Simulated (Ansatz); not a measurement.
## Bands, cutoff and cost in G0W0 for Te2Pt (1T monolayer)

How do accuracy and time trade against each other in G0W0 on Te2Pt (1T monolayer)?

Calculated with Ansatz 0.2.0; G0W0 on PBE, plane waves, PAW; PAW set soft_1.

## 1. The structure

The cell holds 3 atoms: 1 Pt and 2 Te. Cell: a = 3.977 Å, b = 3.977 Å, c = 28.800 Å, α = 90.0°, β = 90.0°, γ = 120.0°. Vacuum lies along c.

The structure was relaxed with PBE-D3(BJ). The runs that relaxed it are not among those shown. Spin-orbit coupling is left out unless a step names it. The Coulomb interaction is cut off across the vacuum.

## 2. 235 empty bands, screening to 41 eV

G0W0 replaces the xc potential by the self-energy, built once from these orbitals. Only a window of levels is corrected, while the sums run over the empty bands that the input names. This step takes PAW set soft_1 files.

input.yaml

```yaml
crystal:
  lattice:
    - [3.9773161127, 0.0, 0.0]
    - [-1.9886580564, 3.4444567925, 0.0]
    - [0.0, 0.0, 28.8]
  atoms:
    - { symbol: Pt, position: [0.0, 0.0, 0.5] }
    - { symbol: Te, position: [0.3333333333, 0.6666666667, 0.5488062628] }
    - { symbol: Te, position: [0.6666666667, 0.3333333333, 0.4511937372] }
  periodic: [true, true, false]
kpoints:
  mp_grid: { grid: [6, 6, 1] }
hamiltonian:
  xc: pbe
  pseudopotentials: { kind: paw, azcp: { folder: soft_1 } }
scf:
  occupations: { method: fixed }
gw:
  n_empty_bands: 235
  ecut_chi: 41
  qp_bands: [v2, c2]
  qp_kpoints: band_edges
  screening: { model: contour_deformation }
```

On the command line:

```console
$ ansatz run input.yaml --threads 4 --pin off --max-ram 17510MiB --backend cpu --events-out ev --progress --plain --runs-dir out
```

Numbers of over 12 decimals in the logs are rounded to 6 here.

The program printed:

```text
Engine: ansatz 0.2.0, aarch64-unknown-linux-gnu
Pseudopotentials: kind: paw
Pseudopotential: Pt, paw, valence charge 18, recommended cutoff 420 eV (normal), soft_1/Pt.paw.azcp
Pseudopotential: Te, paw, valence charge 16, recommended cutoff 420 eV (normal), soft_1/Te.paw.azcp
Functional definition: PBE
  parameter kappa = 0.804
  parameter beta = 0.066725
  exchange = pbe_x(kappa = kappa, mu = beta*pi^2/3)
  correlation = pbe_c(beta = beta)
Crystal: 3 atoms, lattice volume = 394.551 Å³
Basis set: ecut = 420 eV, 7789 PW (Γ)
Bands: 30, of which v1, the nominal top of the filled ones, is band 25 counted from 1 (24 counted from 0)
Symmetry: 12 space group operations
Space group: P-3m1 (ITA 164), of the structure as read, at distance tolerance 7.3e-5 Å
k-points: 7 of 36
Non-local potential: Pt, projectors of the file, l = 0: 3, l = 1: 2, l = 2: 2, l = 3: 1
Non-local potential: Te, projectors of the file, l = 0: 2, l = 1: 2, l = 2: 2, l = 3: 1
PAW form: soft (Blöchl's): semilocal exchange-correlation on the pseudo side does not see the compensation charge
PAW one-centre angular grid: Pt, 590 points (default); XC on 64 Gauss nodes
PAW one-centre angular grid: Te, 590 points (default); XC on 64 Gauss nodes
Initial density: superposition of atomic densities (neutral atoms: chi_scale 0, normalization atom)
Initial wavefunctions: pseudopotential atomic-orbital guess
Functional: x = pbe(κ = 0.804, μ = 0.219515), c = pbe(β = 0.066725)
SCF iter   1: F=—  HF=-26486.335657 eV  |F-HF|=—  |Δ(HF+E_count)|=         —  Δρ=2.55e-2  dr2=2.37e0  ethr=3.10e-3  ⟨swp⟩=7.1  Hψ=988  notcnv=0  defer=19
preconditioner: auto → Resta (q_TF=auto, 1.934 Å⁻¹)  ε∞=2.1  [insulator: Δε(μ)=1.279 eV  Ē_g=8.369 eV  n_scr=46 (ndim 8)  ℏωp=8.8 eV  f_vac=0.760  ε∞_Penn≈2.1  vacuum switching on, ρ_ref=5.1e-3 e/Å³]
SCF iter   2: F=—  HF=-26486.176924 eV  |F-HF|=—  |Δ(HF+E_count)|=   1.59e-1  Δρ=1.37e-2  dr2=1.64e0  ethr=3.10e-3  ⟨swp⟩=4.0  Hψ=548  notcnv=0  defer=21
SCF iter   3: F=—  HF=-26485.895864 eV  |F-HF|=—  |Δ(HF+E_count)|=   2.81e-1  Δρ=7.01e-3  dr2=9.88e-2  ethr=3.10e-3  ⟨swp⟩=2.9  Hψ=354  notcnv=0  defer=21
SCF iter   4: F=—  HF=-26485.882805 eV  |F-HF|=—  |Δ(HF+E_count)|=   1.31e-2  Δρ=1.14e-3  dr2=3.18e-3  ethr=1.98e-4  ⟨swp⟩=3.1  Hψ=361  notcnv=0  defer=21
SCF iter   5: F=—  HF=-26485.883129 eV  |F-HF|=—  |Δ(HF+E_count)|=   3.24e-4  Δρ=2.45e-4  dr2=1.71e-4  ethr=6.36e-6  ⟨swp⟩=3.9  Hψ=499  notcnv=0  defer=21
SCF iter   6: F=—  HF=-26485.883201 eV  |F-HF|=—  |Δ(HF+E_count)|=   7.25e-5  Δρ=4.42e-5  dr2=1.39e-5  ethr=3.41e-7  ⟨swp⟩=3.9  Hψ=448  notcnv=0  defer=21
SCF iter   7: F=—  HF=-26485.883208 eV  |F-HF|=—  |Δ(HF+E_count)|=   6.37e-6  Δρ=1.61e-5  dr2=8.56e-7  ethr=2.79e-8  ⟨swp⟩=3.4  Hψ=418  notcnv=0  defer=21
SCF iter   8: F=-26485.883209 eV  HF=-26485.883209 eV  |F-HF|=6.27e-8  |Δ(HF+E_count)|=   9.89e-7  Δρ=5.21e-6  dr2=9.86e-8  ethr=2.00e-10  ⟨swp⟩=21.6  Hψ=1519  notcnv=0
SCF 1 converged in 8 iterations: F = -26485.883209 eV  dr2 = 9.86e-8
  greatest PAW one-centre occupation: 1.000 electrons in one spin orbital (limit 2), on the Pt atom at site 0 (counted from 0), in its partial waves of l = 0
NSCF: frozen V_eff on 7 k-points
G₀W₀ screening: q 1/7
[... further progress lines ...]
SCF converged after 8 iterations
Free energy (F): -26485.883209 eV
Harris-Foulkes:  -26485.883209 eV  (|F-HF|=6.27e-8)
Internal energy: -26485.883209 eV  (E = F + TS)
E sigma→0 (E₀):  -26485.883209 eV
Fermi energy:    -4.687699 eV
--- Per-component energies (eV) ---
  E_band       = -1594.738878
  E_kinetic    = 941.088864
  E_local      = -100684.410466  (includes V_loc(G=0)·N_el)
  E_nonlocal   = 334.478783
  E_hartree    = 49699.432532
  E_xc         = -477.174047
  E_vxc        = -475.064596  (∫ρ·V_xc dr)
  E_paw        = -18826.385823  (= ΣΔE_a)
  E_vpaw       = -1109.708059  (= ΣTr[D̂ρ^β])
  E_aug_tail   = 0.001260  (compensation charges beyond the density's cutoff)
  E_ewald      = 42527.085687
  E_smearing   = -0.000000  (= −TS)
  E_closure    = 0.000000  (closes the sum)
  Σ components = -26485.883209   (vs F -26485.883209, Δ=0.00e0)
--- Band table (eV; the first three rows and the last of 7) ---
  k-point 0: bands = [... 21 lower, -6.7217, -5.4632, -4.6877, -4.6877, -2.3410, -2.3410, -0.9304 (-0.9311°), -0.6419, ... 1 higher]
  k-point 1: bands = [... 21 lower, -7.2015, -5.4741, -5.0861, -4.9845, -3.7379, -2.6532, -0.3232, -0.1443, ... 1 higher]
  k-point 2: bands = [... 21 lower, -7.6060, -6.7069, -5.9631, -5.7523, -3.5246, -2.7139, -1.3115, 0.4855, ... 1 higher]
  k-point 6: bands = [... 21 lower, -7.8649, -7.3099, -6.4105, -6.4105, -3.6878, -3.6878, -0.3740, 1.8123, ... 1 higher]
  ° read free of the cell's end (the report's vacuum.weakly_bound_levels)
--- G₀W₀: contour deformation, 7 samples at zero and on the imaginary axis and 1 off it, 36 q-points, 235 empty bands' worth ---
  eigenvalues of the whole cell's RPA ε∞ on this k-mesh (on a slab, of 1 + 4πα/V) = 1.1852, 6.5905, 6.5905; static W/v taken at q = 0 is 0.363279
  bands read: the sum over 260 bands ends inside a degenerate multiplet in 1 slot, whose members it reads at an even weight; the widest, k=0: bands 260 to 261 (counted from 1) at 1/2 each
  gw.qp_kpoints: band_edges: 6 of 7 stored k-points solved, in 1 pass; an edge of the gap read off the rows below is read off those points alone
    valence top: of the k-points left out ik 3 came nearest to being solved in a further pass, in band 25 (counted from 1, as in the quasiparticle table): it holds the edge there only if its correction is more favourable than any solved in that band by at least 1.755 eV; those differ by 0.138 eV
    conduction bottom: of the k-points left out ik 3 came nearest to being solved in a further pass, in band 26 (counted from 1, as in the quasiparticle table): it holds the edge there only if its correction is more favourable than any solved in that band by at least 0.676 eV; those differ by 0.133 eV
    ik  band        ε_KS         Σx   Σc(E_QP)       V_xc       Z   E_QP_lin       E_QP  E_QP is
     0    24     -4.6877   -16.0707     1.0161   -15.1265  0.7043    -4.6160    -4.6158  root
     0    25     -4.6877   -16.0707     1.0161   -15.1265  0.7043    -4.6160    -4.6158  root
     0    26     -2.3410   -15.8759    -2.6715   -19.2163  0.6652    -1.6522    -1.6721  root
     0    27     -2.3410   -15.8759    -2.6715   -19.2163  0.6652    -1.6522    -1.6721  root
     1    24     -5.0861   -14.5171     1.1935   -13.2316  0.6933    -5.1785    -5.1781  root
     1    25     -4.9845   -17.6309     1.4760   -16.2009  0.7020    -4.9387    -4.9385  root
     1    26     -3.7379   -14.9582    -2.2129   -17.7506  0.7050    -3.1348    -3.1584  root
     1    27     -2.6532   -14.8693    -2.7708   -18.2799  0.6780    -1.9779    -2.0134  root
     2    24     -5.9631   -18.7306     2.1262   -16.5882  0.6880    -5.9790    -5.9793  root
     2    25     -5.7523   -17.4060     1.8437   -15.4959  0.6760    -5.8191    -5.8188  root
     2    26     -3.5246   -14.7190    -2.3353   -17.6197  0.6965    -2.9350    -2.9592  root
     2    27     -2.7139   -14.7811    -2.8549   -18.2662  0.6785    -2.0448    -2.0836  root
     4    24     -6.0878   -20.1400     2.3138   -17.8123  0.6851    -6.1017    -6.1017  root
     4    25     -5.1026   -16.7397     1.5250   -15.1756  0.6951    -5.1417    -5.1416  root
     4    26     -3.7288   -13.6909    -2.4459   -16.6725  0.7009    -3.1727    -3.1931  root
     4    27     -3.3834   -14.5753    -2.5286   -17.7037  0.6943    -2.7513    -2.7836  root
     5    24     -6.6031   -19.7592     2.7486   -16.9432  0.6582    -6.6710    -6.6705  root
     5    25     -5.9200   -19.6195     2.3681   -17.2072  0.6718    -5.9643    -5.9641  root
     5    26     -3.7185   -14.1365    -2.4040   -17.0781  0.6984    -3.1603    -3.1810  root
     5    27     -3.0996   -14.7404    -2.8547   -18.2019  0.6761    -2.4595    -2.4927  root
     6    24     -6.4105   -23.5261     3.3657   -20.1360  0.6618    -6.4348    -6.4348  root
     6    25     -6.4105   -23.5261     3.3657   -20.1360  0.6618    -6.4348    -6.4348  root
     6    26     -3.6878   -14.0753    -2.5601   -17.1909  0.6952    -3.1092    -3.1323  root
     6    27     -3.6878   -14.0753    -2.5601   -17.1909  0.6952    -3.1092    -3.1323  root
```

Elapsed: 62 s, on 4 threads of Arm Neoverse V1, shared host; peak memory 1.6 GiB; 4 min of CPU time.

In the SCF lines HF is the Harris–Foulkes energy and dr2 the Hartree energy of the density residual, in eV; the loop may stop once dr2 is under the threshold and the program's other checks hold. Hψ counts applications of the Hamiltonian.

Numbers from this step:

```
bands summed                                 : 260
plane waves in the screening matrix          : 235
q-points in the mesh                         : 36
G0W0 gap on the mesh                         : 1.423 eV
k of the valence top                         : 0, 0, 0
k of the conduction bottom                   : 0.1667, 0.1667, 0
starting gap on the mesh                     : 0.9498 eV
Z at the valence top                         : 0.7043
Z at the conduction bottom                   : 0.7009
least direct G0W0 gap on the computed points : 1.780 eV
```

The gap on the mesh goes from 0.95 eV to 1.42 eV, a correction of +0.47 eV. Between the two edge states, bare exchange in place of the xc potential would open the gap by 3.93 eV, and correlation takes back 3.46 eV.

## 3. 581 empty bands, screening to 75 eV

Bands and screening cutoff are moved together, since each hides the error of the other.

Changes to input.yaml since step 2:

```diff
@@ -17,5 +17,6 @@
   occupations: { method: fixed }
+  convergence: { dr2_threshold: 1.0e-10 }
 gw:
-  n_empty_bands: 235
-  ecut_chi: 41
+  n_empty_bands: 581
+  ecut_chi: 75.0
   qp_bands: [v2, c2]
```

The program printed:

```text
[...]
Crystal: 3 atoms, lattice volume = 394.551 Å³
Basis set: ecut = 420 eV, 7789 PW (Γ)
Bands: 30, of which v1, the nominal top of the filled ones, is band 25 counted from 1 (24 counted from 0)
[... 1 set-up line as in the run before ...]
[...]
k-points: 7 of 36
[...]
SCF iter   1: F=—  HF=-26486.335657 eV  |F-HF|=—  |Δ(HF+E_count)|=         —  Δρ=2.55e-2  dr2=2.37e0  ethr=3.10e-3  ⟨swp⟩=7.1  Hψ=988  notcnv=0  defer=19
[...]
SCF iter  11: F=-26485.883209 eV  HF=-26485.883209 eV  |F-HF|=3.64e-11  |Δ(HF+E_count)|=  7.28e-11  Δρ=8.17e-8  dr2=5.76e-11  ethr=1.00e-12  ⟨swp⟩=21.1  Hψ=1395  notcnv=0
SCF 1 converged in 11 iterations: F = -26485.883209 eV  dr2 = 5.76e-11
[...]
NSCF: frozen V_eff on 7 k-points
G₀W₀ screening: q 1/7
[... further progress lines ...]
SCF converged after 11 iterations
Free energy (F): -26485.883209 eV
[...]
Internal energy: -26485.883209 eV  (E = F + TS)
E sigma→0 (E₀):  -26485.883209 eV
Fermi energy:    -4.687749 eV
[...]
--- Band table (eV; the first three rows and the last of 7) ---
  k-point 0: bands = [... 21 lower, -6.7219, -5.4632, -4.6877, -4.6877, -2.3411, -2.3411, -0.9304 (-0.9312°), -0.6419, ... 1 higher]
  k-point 1: bands = [... 21 lower, -7.2016, -5.4742, -5.0862, -4.9846, -3.7380, -2.6533, -0.3233, -0.1444, ... 1 higher]
  k-point 2: bands = [... 21 lower, -7.6061, -6.7070, -5.9632, -5.7524, -3.5247, -2.7140, -1.3115, 0.4854, ... 1 higher]
  k-point 6: bands = [... 21 lower, -7.8651, -7.3100, -6.4106, -6.4106, -3.6878, -3.6878, -0.3741, 1.8122, ... 1 higher]
  ° read free of the cell's end (the report's vacuum.weakly_bound_levels)
[...]
0    24     -4.6877   -16.0706     0.6683   -15.1265  0.6994    -4.9677    -4.9635  root
     0    25     -4.6877   -16.0706     0.6683   -15.1265  0.6994    -4.9677    -4.9635  root
     0    26     -2.3411   -15.8759    -2.9721   -19.2162  0.6583    -1.9655    -1.9729  root
     0    27     -2.3411   -15.8759    -2.9721   -19.2162  0.6583    -1.9655    -1.9729  root
     1    24     -5.0862   -14.5169     0.9230   -13.2315  0.6890    -5.4572    -5.4486  root
     1    25     -4.9846   -17.6308     1.1480   -16.2008  0.6973    -5.2712    -5.2665  root
     1    26     -3.7380   -14.9582    -2.4628   -17.7505  0.7011    -3.4022    -3.4085  root
     1    27     -2.6533   -14.8692    -3.0583   -18.2798  0.6714    -2.2878    -2.3010  root
[...]
6    24     -6.4106   -23.5258     3.1275   -20.1358  0.6573    -6.6775    -6.6730  root
     6    25     -6.4106   -23.5258     3.1275   -20.1358  0.6573    -6.6775    -6.6730  root
     6    26     -3.6878   -14.0753    -2.7998   -17.1908  0.6912    -3.3658    -3.3722  root
     6    27     -3.6878   -14.0753    -2.7998   -17.1908  0.6912    -3.3658    -3.3722  root
```

Run time: 5.2 min. Hardware: 4 threads; peak memory 4 GiB.

Numbers from this step:

```yaml
bands_summed: 606
plane_waves_in_the_screening_matrix: 575
q_points_in_the_mesh: 36
g0w0_gap_on_the_mesh: 1.535 eV
k_of_the_valence_top: 0, 0, 0
k_of_the_conduction_bottom: 0.1667, 0.1667, 0
starting_gap_on_the_mesh: 0.9498 eV
z_at_the_valence_top: 0.6994
z_at_the_conduction_bottom: 0.6971
least_direct_g0w0_gap_on_the_computed_points: 1.858 eV
```

Against the run with 6×6×1 mesh, 235 empty bands, screening to 41 eV, PAW set soft_1 files, the gap moves by +0.11 eV.

## 4. Convergence and cost

Times are wall times on 4 threads of Arm Neoverse V1, shared host, good to a factor of about two.

| mesh | files | frequency | bands summed | cutoff (eV) | start (eV) | G0W0 (eV) | time | host memory (GiB) |
| --- | --- | --- | --- | --- | --- | --- | --- | --- |
| 6×6×1 | PAW set soft_1 | contour deformation | 260 | 41 | 0.950 | 1.423 | 62 s | 1.6 |
| 6×6×1 | PAW set soft_1 | contour deformation | 606 | 75 | 0.950 | 1.535 | 5.2 min | 4.0 |

The parts of the quasiparticle energy at the two band edges (eV; QP = start + Σx + Σc − Vxc):

| run | edge | start | Σx | Σc | Vxc | Z | QP |
| --- | --- | --- | --- | --- | --- | --- | --- |
| 260 bands | valence top | -4.69 | -16.07 | 1.02 | -15.13 | 0.70 | -4.62 |
| 260 bands | conduction bottom | -3.73 | -13.69 | -2.45 | -16.67 | 0.70 | -3.19 |
| 606 bands | valence top | -4.69 | -16.07 | 0.67 | -15.13 | 0.70 | -4.96 |
| 606 bands | conduction bottom | -3.73 | -13.69 | -2.68 | -16.67 | 0.70 | -3.43 |

## 5. What came out

```
260 bands, 41 eV                    : 1.423 eV
606 bands, 75 eV                    : 1.535 eV
estimated limit in bands and cutoff : 1.62 eV
mesh and start                      : 6×6×1, PBE
```

What this shows: A line in one over the bands through the two rungs gives 1.62 eV, +0.08 eV from the top rung; with two points alone it is an unchecked estimate. The rungs stand 0.20 eV (260 bands) and 0.08 eV (606 bands) from it. From 260 to 606 bands the gap moves by +0.11 eV while the time grows 5.0-fold. Σc changes by −0.35 eV at the valence top and −0.23 eV at the conduction bottom, so the levels themselves move more than the gap between them. The 6×6×1 mesh misses a band edge: over a band path and its finer mesh (run apart) the PBE gap is 0.67 eV, so the G0W0 gap over the zone may lie about 0.28 eV below its value on the mesh. The mesh in the plane is coarse for a sheet; gap and any exciton binding can still move on denser ones. The runs have no spin polarisation. For a closed low-spin shell that is the natural state; where a d or f shell is open it is a constraint, and the gap is then not the crystal's own. With d states at the gap, one-shot GW leans hard on its start. The many-body steps are scalar-relativistic: spin-orbit coupling is not in them.

[Paths, hosts, dates, memory and timing lines, banners, echoed tables and standing remarks are left out of the program output.]

[Logs are printed without paths, hosts, clocks, repeated set-up lines and the standing remarks that a program may print on its own settings, such as how far it seeks lower states.]

[Runs of the session that timed out or met a known fault of the program may be left out.]

[Cells called generated may have been cut or substituted from an entry of the Crystallography Open Database or the Materials Project.]

[Hosts, paths, dates, database ids (printed as entryN), source tags and the programs' standing remarks are cut or masked in the printed files.]
